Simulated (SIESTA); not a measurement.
The system is Ta.

```
CELL_PARAMETERS angstrom
-1.65128 1.65128 1.65128
1.65128 -1.65128 1.65128
1.65128 1.65128 -1.65128
ATOMIC_POSITIONS crystal
Ta 0.00000 0.00000 0.00000
```

Program: SIESTA 5.4.2. Alike in all runs: task band structure; level PBEsol; no spin polarisation; cell as given; k mesh 11 × 11 × 11; smearing fermi-dirac 0.05 eV; grid cutoff 800 Ry; energy shift 0.003 Ry.

Q: Order these runs on this cell by their pressure, lowest first.
A. potentials or basis PseudoDojo 0.4 standard (PBEsol files), SZ (energy shift 0.003 Ry)
B. potentials or basis PseudoDojo 0.4 standard (PBEsol files), DZ (energy shift 0.003 Ry; two zetas on semicore shells)
C. potentials or basis PseudoDojo 0.4 standard (PBEsol files), TZDP (energy shift 0.003 Ry; two zetas on semicore shells)

A: A (-22.2 GPa), B (-5.4 GPa), C (-3.4 GPa).

Caveats: short orbitals over semicore shells can move pressures by several GPa; the basis of atomic orbitals isn't converged, which shifts pressures, moduli and gaps; the basis has no polarisation orbitals (some runs).

Runs at the PBE level aren't shown here.
